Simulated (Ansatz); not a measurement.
Y: energy change per atom and pressure against volume scale

Plane-wave DFT, scalar-relativistic PAW made under PBE with cores redone for the functional, no dispersion; the given relaxed cell is scaled uniformly, energy at zero smearing counts from the unscaled cell, pressure at the given Fermi-Dirac smearing is positive in compression. The results are calculated, by Ansatz 0.2.0.

The cell before it is scaled or strained (space group Pm-3m, No. 221):
```
cell vectors (Å)
   3.2721     0.0000     0.0000
   0.0000     3.2721     0.0000
   0.0000     0.0000     3.2721
atoms (fractions of the cell vectors)
Y   0.00000  0.00000  0.00000
```

Settings of every row: spin polarised no; functional PBE; wave cutoff 420 eV; smearing width 0.1 eV; k mesh 11x11x11.

Atom starting moment: 0 on all atoms.

Limits: the cell comes from a prototype or a list of computed structures and needn't be the stable phase.

```csv
row,volume scale,V (Å³/atom),energy change per atom (meV),pressure (GPa)
1,0.88,30.829,43.81,4.01
2,0.92,32.231,16.85,2.41
3,0.96,33.632,2.88,1.06
4,1.04,36.435,6.44,-1.05
5,1.08,37.836,?,?
6,1.12,39.237,41.2,-2.55
```

Question: what energy change per atom and pressure should row 5 give?

Worked fit of energy change per atom. Take u = (V_r/V)^(2/3) − 1 with V_r = 33.632 Å³ an atom, which is twice the finite (Eulerian) strain; such expansions in the strain, on which the Birch-Murnaghan equation of state is built, carry the rest volume and the bulk modulus. The shown rows have u = 0.05973, 0.02877, 0, -0.05197, -0.09766. Least squares give energy change per atom = 2.778 + 279.86 × u + 6877.6 × u² meV; a straight line predicts inner rows, each left out in turn, worse (root mean square 20 against 0.5 meV). The rows lie off it by -0.22, 0.33, 0.10, -0.37, 0.16 (root mean square 0.26 meV). The withheld row has u = -0.07552, so the fit gives 2.778 + 279.86 × (-0.07552) + 6877.6 × (-0.07552)² = 20.87 meV.

The calculation gave 20.6 meV. The fit lies 0.27 meV (1.3 % of the value, 0.66 % of the column's range) above it; its largest miss of a shown row is 0.37 meV.

Worked fit of pressure. Take u = (V_r/V)^(2/3) − 1 with V_r = 33.632 Å³ an atom, which is twice the finite (Eulerian) strain; such expansions in the strain, on which the Birch-Murnaghan equation of state is built, carry the rest volume and the bulk modulus. The shown rows have u = 0.05973, 0.02877, 0, -0.05197, -0.09766. Least squares give pressure = 1.059 + 44.68 × u + 79.1 × u² GPa; a straight line predicts inner rows, each left out in turn, worse (root mean square 0.23 against 0.0011 GPa). All shown rows lie on it to the printed digit. The pressure vanishes at u = -0.0248, or V = 34.92 Å³ an atom, and there the bulk modulus at fixed shape and fractions is B = −V dP/dV = (2/3)(1 + u) dP/du = 26.5 GPa. The withheld row has u = -0.07552, so the fit gives 1.059 + 44.68 × (-0.07552) + 79.1 × (-0.07552)² = -1.86 GPa.

The calculation gave -1.86 GPa. The fit meets it to the printed digit.
